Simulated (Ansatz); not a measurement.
Bulk crystal (TaSi$_{2}$) after relaxation:

```
CELL_PARAMETERS angstrom
4.80564 0.00000 0.00000
-2.40282 4.16181 0.00000
0.00000 0.00000 6.59717
ATOMIC_POSITIONS crystal
Ta 0.50000 0.00000 0.00000
Ta 0.50000 0.50000 0.66667
Ta 0.00000 0.50000 0.33333
Si 0.15891 0.31783 0.00000
Si 0.84109 0.15891 0.66667
Si 0.68217 0.84109 0.33333
Si 0.84109 0.68217 0.00000
Si 0.15891 0.84109 0.66667
Si 0.31783 0.15891 0.33333
```

Miller indices refer to the conventional cell of P6_422 (No. 181), a = 4.806 Å, b = 4.806 Å, c = 6.597 Å, α = 90.00°, β = 90.00°, γ = 120.00°.

Consider the (100) slab of 13 planes, 8.3 Å thick with 15 Å of vacuum as cut; outer planes Ta (top) and Ta (bottom), all atoms relaxed.

Method: DFT PBE, scalar-relativistic, plane waves, PAW in Ansatz 0.2.0. Plane waves to 420 eV, a k mesh through Γ of 7×6×1 on the computed 19-atom cell and Gaussian smearing (0.10 eV); no spin polarisation. A dipole correction removes the field between periodic images along c.

The slab isn't stoichiometric (Ta7Si12), so its surface energy depends on the chemical potentials; it is given with the excess atoms taken from the element's standard state, a limit at which the compound may itself be unstable, so the figure can be too low.

Q: Give the surface energy with the excess atoms taken from the elements.

A: 2.31 J/m².

Q: Give the work function.

A: 3.73 eV.

Q: The top two planes lie 0.661 Å apart in the bulk. How does relaxation change this?

A: The spacing becomes 0.351 Å (-46.9 %).

Spin-orbit coupling is left out, which matters for the bands of heavy elements.